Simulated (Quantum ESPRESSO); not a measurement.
## Pb in Quantum ESPRESSO: the effect of functional

The system is Pb.

```xyz
1
Lattice="-1.9797 1.9797 1.9797 1.9797 -1.9797 1.9797 1.9797 1.9797 -1.9797" Properties=species:S:1:pos:R:3 pbc="T T T"
Pb    0.0000    0.0000    0.0000
```

This isn't the form of Pb at room conditions, which is fcc.

Alike in all runs:

| Item | Value |
| --- | --- |
| Program | Quantum ESPRESSO 7.5 |
| Task | phonons |
| Cutoff | 612 eV |
| Density cutoff | 4898 eV |
| k mesh | 6 × 6 × 6 |
| Occupations | cold, width 0.2 eV |
| Spin | no spin polarisation |

Each run relaxes the cell or the atoms first.

Task: One run gave: relaxed volume 32.40 Å³/atom; highest phonon frequency 58 cm⁻¹. Which functional did it use?
A. BLYP
B. vdW-DF-cx
C. WC
D. revPBE
E. LDA

Result: D.

```csv
functional,potentials or basis,relaxed volume (Å³/atom),highest phonon frequency (cm⁻¹)
LDA,GBRV 1.5 LDA,28.50,66
PBEsol,GBRV 1.5 PBEsol,29.44,66
BLYP,GBRV 1.5 PBE,34.33,50
revPBE,GBRV 1.5 PBE,32.40,58
WC,GBRV 1.5 PBE,29.55,66
vdW-DF-cx,GBRV 1.5 PBE,29.57,69
```

Caveats: all runs use coarse meshes; the mesh is thin for the phonons of a metal; the potentials were made for another functional, which shifts forces and pressure (some runs).

Runs at the PBE level aren't shown here.
